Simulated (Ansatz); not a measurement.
**1T-VBrI bilayer (AB) in a perpendicular field**

Aim: how the 1T-VBrI bilayer (AB) screens a field along its normal, and what the field does to its bands. A positive field points along +c.

Calculated with Ansatz 0.2.0; plane-wave DFT, PBE-D3(BJ), Ansatz PAW.

## (1) The structure

The cell holds 6 atoms: 2 I, 2 V and 2 Br. Cell: a = 3.908 Å, b = 3.908 Å, c = 50.246 Å, α = 90.0°, β = 90.0°, γ = 120.0°. Regions: layer 1: 1T-VBrI, 3 atoms (1 I, 1 V and 1 Br); layer 2: 1T-VBrI, 3 atoms (1 I, 1 V and 1 Br). Vacuum lies along c.

## (2) Relaxing the slab

The starting cell is a guess, so the in-plane lattice and the atoms are relaxed first, with the slab cut off from its images along the normal.

The input, input.yaml:

```yaml
crystal:
  lattice:
    - [3.9076655, 0.0, 0.0]
    - [-1.95383275, 3.3841375925, 0.0]
    - [0.0, 0.0, 50.2457621734]
  atoms:
    - { symbol: I, position: [0.6666666667, 0.3333333333, 0.404014172] }
    - { symbol: V, position: [0.0, 0.0, 0.4391102492], spin: 1.0 }
    - { symbol: Br, position: [0.3333333333, 0.6666666667, 0.4676589641] }
    - { symbol: I, position: [0.0, 0.0, 0.5323410359] }
    - { symbol: V, position: [0.3333333333, 0.6666666667, 0.5674371131], spin: 1.0 }
    - { symbol: Br, position: [0.6666666667, 0.3333333333, 0.595985828] }
  periodic: [true, true, false]
magnetization:
  spin_polarized: true
kpoints:
  mp_grid: { grid: [12, 12, 1] }
hamiltonian:
  xc: pbe
  dispersion: d3bj
scf:
  occupations: { method: fermi_dirac, width: 0.05 }
  convergence: { dr2_threshold: 1.0e-09 }
relax:
  f_tol: 0.004
  max_steps: 90
  cell: {}
output:
  write_potential: true
  write_density: true
  volumetric_format: npy
```

Run with:

```
> ansatz run input.yaml --threads 4 --pin off --max-ram 6144MiB --backend cpu --events-out ev --progress --plain --runs-dir out
```

Numbers of over 12 decimals in the logs are rounded to 6 here.

Log:

```text
Warning: relax.cell: scf.convergence.dr2_threshold = 1e-9 eV is looser than the 1.55458146687e-10 eV advised for a relaxation that steers and ends on the stress (1e-10 eV for each atom of the cell: 6, times the square of relax.cell.stress_2d_tol = 0.05 N/m over 19.6 Å (the atoms' height at the walk's start and 5 Å past either face), 2.545e-2 GPa, over a crystal's default 0.05). What an SCF threshold leaves in a stress goes as its square root, and in the free energy as the threshold itself, and one threshold admits the most on a small cell: [figures from the program's tests cut] Set scf.convergence.dr2_threshold to 1.55458146687e-10 eV or tighter. [rest of the remark cut]
Engine: ansatz 0.2.0, aarch64-unknown-linux-gnu
Pseudopotentials: kind: paw
Pseudopotential: I, paw, valence charge 17, recommended cutoff 420 eV (normal), I.paw.azcp
Pseudopotential: V, paw, valence charge 13, recommended cutoff 420 eV (normal), V.paw.azcp
Pseudopotential: Br, paw, valence charge 7, recommended cutoff 420 eV (normal), Br.paw.azcp
Functional definition: PBE
  parameter kappa = 0.804
  parameter beta = 0.066725
  exchange = pbe_x(kappa = kappa, mu = beta*pi^2/3)
  correlation = pbe_c(beta = beta)
Crystal: 6 atoms, lattice volume = 664.454 Å³
Basis set: ecut = 420 eV, 13163 PW (Γ), exchange–correlation on 54×54×720 points (8 copies of the dense FFT grid, shifted against one another)
Bands: 46, of which v1, the nominal top of the filled ones, is band 37 counted from 1 (36 counted from 0)
Symmetry: 6 space group operations
Space group: P3m1 (ITA 156), of the structure as read, at distance tolerance 8.7e-5 Å
Magnetic group: BNS 156.49 (UNI 1279), of the structure as read, at distance tolerance 8.7e-5 Å
k-points: 19 of 144 (time reversal used)
Non-local potential: I, projectors of the file, l = 0: 2, l = 1: 2, l = 2: 2, l = 3: 2
Non-local potential: V, projectors of the file, l = 0: 3, l = 1: 2, l = 2: 3, l = 3: 1
Non-local potential: Br, projectors of the file, l = 0: 2, l = 1: 2, l = 2: 2
PAW form: soft (Blöchl's): semilocal exchange-correlation on the pseudo side does not see the compensation charge
PAW one-centre angular grid: I, 590 points (default); XC on 64 Gauss nodes
PAW one-centre angular grid: V, 590 points (default); XC on 64 Gauss nodes
PAW one-centre angular grid: Br, 110 points (default); XC on 64 Gauss nodes
Initial density: superposition of atomic densities (neutral atoms: chi_scale 0, normalization atom)
Starting moments: Σ|m| = 2 μB on 2 of 6 sites
Initial wavefunctions: pseudopotential atomic-orbital guess
Functional: x = pbe(κ = 0.804, μ = 0.219515), c = pbe(β = 0.066725)
iter 1 solved again at ethr=2.03e-3 eV; its pass at ethr=3.10e-3 eV (dr2=1.50e0 eV) is discarded
SCF iter   1: F=—  HF=-26419.283637 eV  |F-HF|=—  |Δ(HF+E_count)|=         —  Δρ=1.29e-2 (↑1.29e-2 ↓5.60e-3)  dr2=1.51e0  dr2_m=2.69e-1  M=2.695 μB ∫|m|=2.708 μB  β_m=0.30  ethr=2.03e-3  ⟨swp⟩=1.3  Hψ=13784  notcnv=0
Mixer restart at iter 1: flushing history
preconditioner: auto → LDOS  [metal: Δε(μ)=0.008 eV  Ē_g=6.362 eV  σ=0.050 eV  W_gap=0.04  n_scr=60 (ndim 8)  ℏωp=8.4 eV  f_vac=0.731  D(μ)=14.95/eV (n_scr^D=110)]
spin=Collinear: LDOS preconditioning applied to the charge; magnetization (m = ρ↑ − ρ↓) channel mixes plain (no charge-response kernel on spin).
SCF iter   2: F=—  HF=-26419.903918 eV  |F-HF|=—  |Δ(HF+E_count)|=   6.20e-1  Δρ=1.03e-2 (↑1.03e-2 ↓5.76e-3)  dr2=4.78e-1  dr2_m=2.72e-1  M=3.030 μB ∫|m|=3.040 μB  β_m=0.64  ethr=2.03e-3  ⟨swp⟩=3.6  Hψ=2519  notcnv=0
SCF iter   3: F=—  HF=-26420.919315 eV  |F-HF|=—  |Δ(HF+E_count)|=    1.02e0  Δρ=9.88e-3 (↑9.70e-3 ↓9.88e-3)  dr2=4.42e-2  dr2_m=5.78e-1  M=4.655 μB ∫|m|=4.669 μB  β_m=0.82  ethr=6.45e-4  ⟨swp⟩=5.3  Hψ=4349  notcnv=0
SCF iter   4: F=—  HF=-26422.804606 eV  |F-HF|=—  |Δ(HF+E_count)|=         —  Δρ=1.57e-2 (↑1.57e-2 ↓1.40e-2)  dr2=4.12e-2  dr2_m=1.34e0  M=6.000 μB ∫|m|=6.149 μB  β_m=1.00  ethr=5.97e-5  ⟨swp⟩=3.6  Hψ=4211  notcnv=0  κ⁻¹=5.7e-3(r=2)
SCF iter   5: F=—  HF=-26422.915981 eV  |F-HF|=—  |Δ(HF+E_count)|=   1.11e-1  Δρ=2.10e-2 (↑2.10e-2 ↓1.60e-2)  dr2=6.32e-1  dr2_m=2.05e0  M=6.000 μB ∫|m|=6.227 μB  β_m=0.82  ethr=6.76e-5  ⟨swp⟩=6.6  Hψ=5140  notcnv=0  defer=7
SCF iter   6: F=—  HF=-26422.625736 eV  |F-HF|=—  |Δ(HF+E_count)|=   2.90e-1  Δρ=1.58e-2 (↑1.58e-2 ↓1.45e-2)  dr2=2.01e-1  dr2_m=1.39e0  M=6.000 μB ∫|m|=6.249 μB  β_m=0.51  ethr=6.76e-5  ⟨swp⟩=5.2  Hψ=5580  notcnv=0  defer=40
SCF iter   7: F=—  HF=-26422.568307 eV  |F-HF|=—  |Δ(HF+E_count)|=   5.74e-2  Δρ=1.17e-2 (↑1.17e-2 ↓8.45e-3)  dr2=1.43e-1  dr2_m=6.09e-1  M=6.000 μB ∫|m|=6.297 μB  β_m=0.70  ethr=6.76e-5  ⟨swp⟩=4.7  Hψ=5068  notcnv=0  defer=40
SCF iter   8: F=—  HF=-26422.479975 eV  |F-HF|=—  |Δ(HF+E_count)|=   8.83e-2  Δρ=2.84e-3 (↑2.84e-3 ↓2.56e-3)  dr2=8.99e-2  dr2_m=3.84e-2  M=6.000 μB ∫|m|=6.336 μB  β_m=0.69  ethr=6.76e-5  ⟨swp⟩=5.1  Hψ=4751  notcnv=0  defer=36
SCF iter   9: F=—  HF=-26422.468868 eV  |F-HF|=—  |Δ(HF+E_count)|=   1.11e-2  Δρ=1.18e-3 (↑1.18e-3 ↓8.75e-4)  dr2=7.08e-3  dr2_m=6.13e-3  M=6.000 μB ∫|m|=6.359 μB  β_m=0.61  ethr=6.76e-5  ⟨swp⟩=4.3  Hψ=4340  notcnv=0  defer=36
SCF iter  10: F=—  HF=-26422.467139 eV  |F-HF|=—  |Δ(HF+E_count)|=   1.73e-3  Δρ=3.34e-4 (↑3.34e-4 ↓2.67e-4)  dr2=3.80e-4  dr2_m=5.24e-4  M=6.000 μB ∫|m|=6.359 μB  β_m=0.67  ethr=9.56e-6  ⟨swp⟩=2.9  Hψ=3174  notcnv=0  defer=36
SCF iter  11: F=—  HF=-26422.467178 eV  |F-HF|=—  |Δ(HF+E_count)|=   3.89e-5  Δρ=7.89e-5 (↑7.89e-5 ↓6.71e-5)  dr2=5.19e-4  dr2_m=1.82e-5  M=6.000 μB ∫|m|=6.358 μB  β_m=0.55  ethr=5.14e-7  ⟨swp⟩=3.1  Hψ=3337  notcnv=0  defer=36
SCF iter  12: F=—  HF=-26422.467134 eV  |F-HF|=—  |Δ(HF+E_count)|=   4.39e-5  Δρ=4.11e-5 (↑4.11e-5 ↓3.41e-5)  dr2=1.97e-5  dr2_m=7.56e-6  M=6.000 μB ∫|m|=6.357 μB  β_m=0.54  ethr=5.14e-7  ⟨swp⟩=2.3  Hψ=2424  notcnv=0  defer=36
SCF iter  13: F=—  HF=-26422.467142 eV  |F-HF|=—  |Δ(HF+E_count)|=   7.90e-6  Δρ=1.06e-5 (↑9.37e-6 ↓1.06e-5)  dr2=3.22e-6  dr2_m=4.26e-7  M=6.000 μB ∫|m|=6.358 μB  β_m=0.60  ethr=2.66e-8  ⟨swp⟩=3.3  Hψ=3761  notcnv=0  defer=36
SCF iter  14: F=—  HF=-26428.012272 eV  |F-HF|=—  |Δ(HF+E_count)|=         —  Δρ=6.04e-2 (↑6.04e-2 ↓5.58e-2)  dr2=1.67e-1  dr2_m=2.05e1  M=0.000 μB ∫|m|=6.166 μB  β_m=1.00  ethr=4.35e-9  ⟨swp⟩=2.8  Hψ=3024  notcnv=0  defer=36
Mixer restart at iter 14: flushing history
SCF iter  15: F=—  HF=-26422.713311 eV  |F-HF|=—  |Δ(HF+E_count)|=    5.30e0  Δρ=1.26e-2 (↑2.07e-3 ↓1.26e-2)  dr2=8.81e-1  dr2_m=2.86e-1  M=-0.000 μB ∫|m|=6.371 μB  β_m=0.60  ethr=6.76e-5  ⟨swp⟩=5.9  Hψ=5600  notcnv=0  defer=43
[...]
spin=Collinear: Resta preconditioning applied to the charge; magnetization (m = ρ↑ − ρ↓) channel mixes plain (no charge-response kernel on spin).
SCF iter   2: F=—  HF=-26422.547788 eV  |F-HF|=—  |Δ(HF+E_count)|=   3.54e-3  Δρ=1.38e-5 (↑1.37e-5 ↓1.38e-5)  dr2=1.17e-7  dr2_m=9.91e-9  M=6.000 μB ∫|m|=6.358 μB  β_m=0.63  ethr=1.16e-9  ⟨swp⟩=4.4  Hψ=5202  notcnv=0  defer=2
SCF iter   3: F=—  HF=-26427.927383 eV  |F-HF|=—  |Δ(HF+E_count)|=         —  Δρ=5.97e-2 (↑5.97e-2 ↓5.50e-2)  dr2=1.66e-1  dr2_m=2.01e1  M=0.001 μB ∫|m|=6.164 μB  β_m=1.00  ethr=1.58e-10  ⟨swp⟩=3.7  Hψ=3719  notcnv=0  defer=5
Mixer restart at iter 3: flushing history
SCF iter   4: F=—  HF=-26422.636472 eV  |F-HF|=—  |Δ(HF+E_count)|=    5.29e0  Δρ=1.15e-2 (↑2.74e-3 ↓1.15e-2)  dr2=5.30e-1  dr2_m=2.73e-1  M=0.000 μB ∫|m|=6.331 μB  β_m=0.63  ethr=6.76e-5  ⟨swp⟩=5.9  Hψ=6261  notcnv=0  defer=33
SCF iter   5: F=—  HF=-26422.565522 eV  |F-HF|=—  |Δ(HF+E_count)|=   7.10e-2  Δρ=2.01e-3 (↑1.88e-3 ↓2.01e-3)  dr2=5.13e-2  dr2_m=3.70e-3  M=0.000 μB ∫|m|=6.305 μB  β_m=0.59  ethr=6.76e-5  ⟨swp⟩=5.9  Hψ=5411  notcnv=0  defer=44
SCF iter   6: F=—  HF=-26422.544206 eV  |F-HF|=—  |Δ(HF+E_count)|=   2.13e-2  Δρ=1.31e-3 (↑6.46e-4 ↓1.31e-3)  dr2=5.13e-3  dr2_m=5.39e-3  M=0.000 μB ∫|m|=6.333 μB  β_m=0.69  ethr=6.76e-5  ⟨swp⟩=3.9  Hψ=4266  notcnv=0  defer=50
SCF iter   7: F=—  HF=-26422.548082 eV  |F-HF|=—  |Δ(HF+E_count)|=   3.88e-3  Δρ=3.65e-4 (↑2.16e-4 ↓3.65e-4)  dr2=2.76e-3  dr2_m=4.05e-4  M=0.000 μB ∫|m|=6.346 μB  β_m=0.57  ethr=6.93e-6  ⟨swp⟩=3.0  Hψ=3560  notcnv=0  defer=55
SCF iter   8: F=—  HF=-26422.548173 eV  |F-HF|=—  |Δ(HF+E_count)|=   9.04e-5  Δρ=6.33e-5 (↑5.50e-5 ↓6.33e-5)  dr2=1.90e-5  dr2_m=1.49e-5  M=0.000 μB ∫|m|=6.348 μB  β_m=0.65  ethr=3.73e-6  ⟨swp⟩=2.4  Hψ=2853  notcnv=0  defer=54
SCF iter   9: F=—  HF=-26422.548233 eV  |F-HF|=—  |Δ(HF+E_count)|=   6.01e-5  Δρ=2.61e-5 (↑1.97e-5 ↓2.61e-5)  dr2=4.01e-6  dr2_m=2.42e-6  M=0.000 μB ∫|m|=6.351 μB  β_m=0.80  ethr=2.57e-8  ⟨swp⟩=4.0  Hψ=3819  notcnv=0  defer=54
SCF iter  10: F=—  HF=-26422.548248 eV  |F-HF|=—  |Δ(HF+E_count)|=         —  Δρ=7.80e-6 (↑6.30e-6 ↓7.80e-6)  dr2=3.84e-6  dr2_m=1.25e-7  M=0.000 μB ∫|m|=6.353 μB  ethr=5.42e-9  ⟨swp⟩=3.3  Hψ=3571  notcnv=0  defer=54
Mixer restart at iter 10: flushing history
SCF iter  11: F=—  HF=-26422.548784 eV  |F-HF|=—  |Δ(HF+E_count)|=         —  Δρ=1.27e-6 (↑1.27e-6 ↓1.12e-6)  dr2=1.28e-8  dr2_m=4.25e-10  M=6.000 μB ∫|m|=6.358 μB  β_m=0.80  ethr=1.58e-10  ⟨swp⟩=13.2  Hψ=7112  notcnv=0  defer=4
SCF iter  12: F=—  HF=-26422.548819 eV  |F-HF|=—  |Δ(HF+E_count)|=   3.52e-5  Δρ=6.35e-7 (↑6.35e-7 ↓3.62e-7)  dr2=1.97e-8  dr2_m=2.80e-10  M=6.000 μB ∫|m|=6.358 μB  β_m=0.80  ethr=1.73e-11  ⟨swp⟩=4.0  Hψ=4275  notcnv=0  defer=6
SCF iter  13: F=—  HF=-26422.548821 eV  |F-HF|=—  |Δ(HF+E_count)|=   2.19e-6  Δρ=1.54e-7 (↑1.54e-7 ↓1.23e-7)  dr2=6.58e-10  dr2_m=1.11e-11  M=6.000 μB ∫|m|=6.358 μB  β_m=0.76  ethr=1.73e-11  ⟨swp⟩=3.4  Hψ=3213  notcnv=0  defer=6
SCF iter  14: F=-26422.548823 eV  HF=-26422.548822 eV  |F-HF|=2.75e-7  |Δ(HF+E_count)|=   1.02e-6  Δρ=9.65e-8 (↑9.65e-8 ↓4.66e-8)  dr2=1.43e-10  dr2_m=9.17e-12  M=6.000 μB ∫|m|=6.358 μB  ethr=1.00e-12  ⟨swp⟩=16.7  Hψ=13414  notcnv=0
SCF 7 converged in 14 iterations: F = -26422.548823 eV  dr2 = 1.43e-10
relax step   7: F+E_penalty+E_count = -26422.54882272 eV  Δ(F+E_penalty+E_count) = -1.146e-4 eV  max|allowed force component| = 5.614e-4 eV/Å  Δτ_max = 0.0000 Å  P = +0.008 N/m  Ω = 667.627 Å³  fix = [c, alpha, beta]  reactions: c +0.000 N/m  stress off target by 8.47e-3 N/m on what of the cell is left free  SCF on the basis re-selected at this cell (its energy is not comparable with the rows above)  (14 SCF iters)
basis re-selected at this cell: Δ(F+E_penalty+E_count) = -1.146e-4 eV, ΔP = +0.000 N/m vs the last step (what re-selecting the basis moved, of the pressure what is left beyond the Pulay correction that the steps carried, after the strain that the cell walked since its last selection, with what the two solves' SCF thresholds leave and, on support functions, any second-order correction that the steps lacked; it is no m [...]
WARN: The output density's exchange-correlation potential varies sharply where the density is thin. Do not read a vacuum level from v_tot or v_xc, or from such a field of the output density. On a cell that repeats whose density bears no net charge and no dipole along the vacuum's axis use v_es (v_loc + v_h of the components); under efield.dipole_correction with no amplitude use v_es + v_field, which holds any externa [...]
SCF converged after 14 iterations
Magnetization: 6.0000 μB (40.0000 up, 34.0000 down)
Absolute magnetization: 6.3614 μB (∫|ρ↑−ρ↓|, with the PAW one-centre terms)
Spin contamination: 0.0449 ħ² per cell (⟨S²⟩ above its minimum at these occupations)
Per-site moments (μB) at R_I (Å): [(-0.031382, 1.152865), (2.546174, 1.094701), (-0.014785, 1.094701), (-0.031844, 1.150901), (2.549133, 1.097436), (-0.014247, 1.097436)]
Free energy (F): -26422.548823 eV
Harris-Foulkes:  -26422.548822 eV  (|F-HF|=2.75e-7)
Internal energy: -26422.548769 eV  (E = F + TS)
E sigma→0 (E₀):  -26422.548796 eV
Entropy (-TS):   -0.000054 eV (-0.009 meV/atom)
Fermi energy:    -3.840820 eV
--- Per-component energies (eV) ---
  E_band       = -2159.224069
  E_kinetic    = 1314.583975
  E_local      = -329621.571828  (includes V_loc(G=0)·N_el)
  E_nonlocal   = -117.218089
  E_hartree    = 164161.086394
  E_xc         = -1042.392903
  E_vxc        = -790.200607  (∫ρ·V_xc dr)
  E_paw        = -16361.736988  (= ΣΔE_a)
  E_vpaw       = -1266.991917  (= ΣTr[D̂ρ^β])
  E_aug_tail   = 0.000539  (compensation charges beyond the density's cutoff)
  E_ewald      = 155246.469150
  E_disp       = -1.769020  (pairwise vdW)
  E_smearing   = -0.000054  (= −TS)
  E_closure    = 0.000000  (closes the sum)
  Σ components = -26422.548823   (vs F -26422.548823, Δ=0.00e0)
--- Forces (eV/Å), atoms counted from 1 ---
  atom   1  I     -0.00000000    -0.00000000     0.00022249
  atom   2  V      0.00000000     0.00000000    -0.00036986
  atom   3  Br     0.00000000     0.00000000     0.00053874
  atom   4  I     -0.00000000    -0.00000000    -0.00056184
  atom   5  V      0.00000000     0.00000000     0.00017472
  atom   6  Br     0.00000000     0.00000000    -0.00000676
  max |Σ_I F_I| component: 2.50e-6 eV/Å
--- 2D stress c σ (N/m, compression-positive) ---
        0.008465       0.000000       0.000000
        0.000000       0.008465       0.000000
        0.000000       0.000000       0.000000
  P = ½ c Tr σ = 0.0085 N/m
--- Band table (eV; the first three rows and the last of 38) ---
  k-point 0 ↑: bands = [... 33 lower, -6.2807, -5.2446, -5.2446, -4.9796, -4.9032, -4.9032, -4.6466, -2.9398, ... 5 higher]
  k-point 1 ↑: bands = [... 33 lower, -6.4061, -5.2187, -5.1496, -4.8910, -4.8720, -4.8087, -4.5519, -3.1375, ... 5 higher]
  k-point 2 ↑: bands = [... 33 lower, -6.6772, -5.2608, -4.9737, -4.9199, -4.7365, -4.6333, -4.3955, -3.3767, ... 5 higher]
  k-point 18 ↓: bands = [... 33 lower, -7.4537, -2.3542, -2.1870, -2.1693, -2.0285, -1.9543, -1.9238, -1.8241, ... 5 higher]
  the weakly bound empty levels are not read free of the cell's end (no_gap_told)
--- Relaxed structure (6 steps of the walk, 6 accepted, 1 SCFs on fresh bases) ---
  F+E_penalty+E_count = -26422.54882272 eV   max|allowed force component| = 5.614e-4 eV/Å   (the final SCF, on the basis selected at the relaxed cell)
  cell:  # Å, volume = 667.6272 Å³
    - [3.916986, 0.0, 0]
    - [-1.958493, 3.392209, 0]
    - [0, 0, 50.2457621734]
  atoms:
    - { symbol: I, position: [0.666667, 0.333333, 0.406926] }
    - { symbol: V, position: [0, 0, 0.439609] }
    - { symbol: Br, position: [0.333333, 0.666667, 0.467247] }
    - { symbol: I, position: [0, 0, 0.533277] }
    - { symbol: V, position: [0.333333, 0.666667, 0.565799] }
    - { symbol: Br, position: [0.666667, 0.333333, 0.593689] }
```

It took 5.7 min on 4 threads of Arm Neoverse V1, shared host; peak memory 1.9 GiB.

Step by step:

```csv
step,energy less that of the first step (eV),largest force component (eV/Å),volume (Å³)
1,0.0000,0.5969,664.45
2,-0.0247,0.4977,671.76
3,-0.0803,0.1001,667.55
4,-0.0812,0.0550,667.39
5,-0.0816,0.0012,667.45
6,-0.0816,0.0006,667.63
7*,-0.0817,0.0006,667.63
```

Relaxation steps marked * repeat the geometry before them on a plane-wave basis chosen anew for their cell, so energy and pressure can jump there.

Forces are held to the 6 operations that the run works with; a distortion that breaks them can't arise in this run.

```csv
cell as run,before,after,change
a (Å),3.908,3.917,+0.2 %
b (Å),3.908,3.917,+0.2 %
```

The atoms that moved most (Å, along periodic axes as changes of fractional coordinates times the final cell, across vacuum about the mean position):

```csv
atom,dx,dy,dz,length
I1,0.000,0.000,0.146,0.146
Br6,0.000,0.000,-0.115,0.115
V5,0.000,0.000,-0.082,0.082
I4,0.000,0.000,0.047,0.047
V2,0.000,0.000,0.025,0.025
Br3,0.000,0.000,-0.021,0.021
```

The relaxed structure:

```xyz
6
Lattice="3.9170 0.0000 0.0000 -1.9585 3.3922 0.0000 0.0000 0.0000 50.2458" Properties=species:S:1:pos:R:3
I     1.9585    1.1307   20.4463
V     0.0000    0.0000   22.0885
Br    0.0000    2.2615   23.4772
I     0.0000    0.0000   26.7949
V     0.0000    2.2615   28.4290
Br    1.9585    1.1307   29.8303
```

Numbers from this step:

```
total moment : 6.000 μB
site moments : -0.03138, 2.546, -0.01479, -0.03184, 2.549, -0.01425 μB
```

Site moment by atom:

```csv
atom,site moment (μB)
I1,-0.03
V2,2.55
Br3,-0.01
I4,-0.03
V5,2.55
Br6,-0.01
```

The lattice constant a goes from 3.908 to 3.917 Å.

(Continued in part 2 of 3.)

[Logs are printed without paths, hosts, clocks, repeated set-up lines and the standing remarks that a program may print on its own settings, such as how far it seeks lower states.]

[Hosts, paths, dates, database ids (printed as entryN), source tags and the programs' standing remarks are cut or masked in the printed files.]

[Maps of the electrostatic potential energy from Ansatz leave out the sawtooth potential of an applied field or a dipole correction, so their vacuum need not be flat; planar profiles and work functions include it.]
